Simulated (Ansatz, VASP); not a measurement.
**PbSe in VASP and in Ansatz**

File INCAR:

```
SYSTEM = PbSe
ALGO = Normal
EDIFF = 1E-7
ENCUT = 520
GGA = PE
ISIF = 2
ISMEAR = 0
LASPH = .TRUE.
LCHARG = .FALSE.
LREAL = .FALSE.
LWAVE = .FALSE.
NBANDS = 17
NELM = 80
PREC = Accurate
SIGMA = 0.03
```

Contents of KPOINTS:

```
k-points
0
G
  10 10 10
  0 0 0
```

Contents of POSCAR:

```
PbSe
1.0
    0.0000000000      2.9702855000      3.0621500000
    3.1540145000      0.0000000000      3.0621500000
    3.1540145000      2.9702855000      0.0000000000
Pb Se
1 1
Direct
    0.0000000000      0.0000000000      0.0000000000
    0.5000000000      0.5000000000      0.5000000000
```

Input for Ansatz:

```yaml
crystal:
  lattice:
    - [0.0, 2.9702855, 3.06215]
    - [3.1540145, 0.0, 3.06215]
    - [3.1540145, 2.9702855, 0.0]
  atoms:
    - { symbol: Pb, position: [0.0, 0.0, 0.0] }
    - { symbol: Se, position: [0.5, 0.5, 0.5] }
basis:
  ecutwfc: 420
kpoints:
  mp_grid: { grid: [10, 10, 10] }
hamiltonian:
  xc: pbe
scf:
  occupations: { method: gaussian, width: 0.03 }
output:
  forces: true
  stress: true
  eigenvalues: true
```

Change from the starting cell: strain +0.0300 x Voigt [1, -1, 0, 0, 0, 0], atoms carried along.

Alike in both runs: task single point; functional PBE; k mesh 10 × 10 × 10; occupations gaussian, width 0.03 eV; no spin polarisation.

|  | VASP | Ansatz |
| --- | --- | --- |
| version | VASP 6.6.1 | Ansatz 0.2.0 |
| potentials or method | VASP PAW PBE potentials, release 64 (Pb_d, Se) | scalar-relativistic, plane waves, PAW |
| plane-wave cutoff (eV) | 520 | 420 |
| valence electrons in the cell | 20 | 30 |

Ansatz gave:

```
gap on the k mesh at the Fermi level (eV)       : 0.21
least direct gap on the mesh (eV)               : 0.21
pressure (GPa)                                  : 2.8
largest component of the traceless stress (GPa) : 4.11
```

Estimate VASP's values.

gap on the k mesh at the Fermi level (eV): 0.22; least direct gap on the mesh (eV): 0.22; pressure (GPa): 2.8; largest component of the traceless stress (GPa): 4.12.

The two sets of potentials don't hold the same shells in valence.

Caveats: spin-orbit coupling is left out, which as a rule narrows the gap of such compounds by several tenths of an eV.
